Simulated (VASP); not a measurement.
**GaAs: relaxation of the atoms with PBEsol**

The system is GaAs, a slab with vacuum.

```
CELL_PARAMETERS angstrom
5.65370 0.00000 0.00000
0.00000 3.99777 0.00000
0.00000 0.00000 23.99554
ATOMIC_POSITIONS crystal
Ga 0.50000 0.50000 0.33340
Ga 0.00000 0.00000 0.41670
Ga 0.50000 0.50000 0.50000
Ga 0.00000 0.00000 0.58330
Ga 0.50000 0.50000 0.66660
As 0.75000 0.00000 0.33340
As 0.25000 0.50000 0.41670
As 0.75000 0.00000 0.50000
As 0.25000 0.50000 0.58330
As 0.75000 0.00000 0.66660
```

```yaml
Program: VASP 6.6.1
Task: relaxation of the atoms
Functional: PBEsol
Potentials_or_basis: VASP PAW PBE potentials, release 64 (Ga_d, As)
Cutoff: 520 eV
k_mesh: 4 × 6 × 1
Occupations: gaussian, width 0.05 eV
Spin: no spin polarisation
Dipole_correction: yes
Further_INCAR_settings: ALGO = Fast; EDIFF = 1e-07; IBRION = 2; EDIFFG = -0.015; NSW = 100
```

- Energy gained by relaxing: 144.3 meV/atom
- Ionic steps: 17
- Largest force after relaxing: 0.010 eV/Å
- Band gap on the k mesh: 0.65 eV, indirect (least direct gap 1.05 eV)

Forces in eV/Å, atoms in the order of the input:
```
Ga  -0.004  0.000  0.002
Ga   0.000  0.000 -0.002
Ga   0.006  0.000  0.000
Ga   0.000  0.000  0.002
Ga  -0.004  0.000 -0.002
As  -0.007  0.000  0.007
As   0.003  0.000  0.004
As   0.009  0.000  0.000
As   0.003  0.000 -0.004
As  -0.007  0.000 -0.007
```

The path:
```csv
step,energy change (eV),largest force (eV/Å),pressure (GPa)
1,0.0000,1.5347,-0.14
2,-0.4218,1.3096,-0.13
3,-0.8374,1.1195,-0.06
4,-1.1983,0.7290,-0.35
5,-1.3614,0.5918,-0.70
6,-1.4115,0.3333,-0.56
7,-1.4203,0.1474,-0.61
8,-1.4271,0.1086,-0.55
9,-1.4292,0.1758,-0.49
10,-1.4346,0.1246,-0.44
11,-1.4395,0.0933,-0.36
12,-1.4399,0.1161,-0.33
13,-1.4425,0.0471,-0.29
14,-1.4429,0.0652,-0.27
15,-1.4433,0.0379,-0.26
16,-1.4433,0.0247,-0.26
17,-1.4434,0.0100,-0.26
```

Final structure:
```yaml
crystal:
  lattice:
    - [5.65370, 0.00000, 0.00000]
    - [0.00000, 3.99777, 0.00000]
    - [0.00000, 0.00000, 23.99554]
  atoms:
    - { symbol: Ga, position: [0.55427, 0.50000, 0.35188] }
    - { symbol: Ga, position: [0.97364, 0.00000, 0.41350] }
    - { symbol: Ga, position: [0.47983, 0.50000, 0.50000] }
    - { symbol: Ga, position: [0.97364, 0.00000, 0.58651] }
    - { symbol: Ga, position: [0.55427, 0.50000, 0.64812] }
    - { symbol: As, position: [0.76404, 0.00000, 0.32296] }
    - { symbol: As, position: [0.22607, 0.50000, 0.41661] }
    - { symbol: As, position: [0.73415, 0.00000, 0.50000] }
    - { symbol: As, position: [0.22607, 0.50000, 0.58339] }
    - { symbol: As, position: [0.76404, 0.00000, 0.67704] }
```

Levels at points of the mesh, in eV from the valence-band top:
```csv
k point,band 43,band 44,band 45,band 46,band 47,band 48
"(0.00, 0.00, 0.00)",-0.58,-0.36,0.00,1.05,1.47,1.79
"(0.50, 0.00, 0.00)",-1.00,-0.97,-0.92,1.12,1.37,1.48
"(0.00, 0.50, 0.00)",-1.68,-1.38,-0.95,0.65,1.19,1.62
"(0.50, 0.50, 0.00)",-1.47,-0.82,-0.81,0.84,2.17,2.17
```

It took 31 min on 8 MPI ranks on Intel(R) Xeon(R) Platinum 8259CL CPU @ 2.50GHz (Skylake/Cascade Lake), with other jobs on the host, peak memory 0.74 GiB a rank.

Caveat: the PAW data sets were made with another functional, which shifts forces and pressure a little. PBEsol gaps usually lie below the measured ones, often by a third to a half.
